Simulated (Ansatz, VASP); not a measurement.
One calculation of Cu, two programs

```xyz
1
Lattice="2.3873 0.0000 0.0000 0.0000 2.3873 0.0000 0.0000 0.0000 2.3873" Properties=species:S:1:pos:R:3 pbc="T T T"
Cu    0.0000    0.0000    0.0000
```

Alike in both runs: task single point; functional LDA; k mesh 15 × 15 × 15; occupations fermi-dirac, width 0.1 eV; no spin polarisation.

```csv
,VASP,Ansatz
version,VASP 6.6.1,Ansatz 0.2.0
potentials or method,"VASP PAW LDA potentials, release 64 (Cu)","plane waves (420 eV) with PAW, scalar-relativistic"
plane-wave cutoff (eV),520,420
valence electrons in the cell,11,19
```

```csv
,VASP,Ansatz,Ansatz less VASP
pressure (GPa),-8.4,-8.9,-0.57
```

The two sets of potentials don't hold the same shells in valence. Ansatz warned: «pseudo_functional_mismatch».
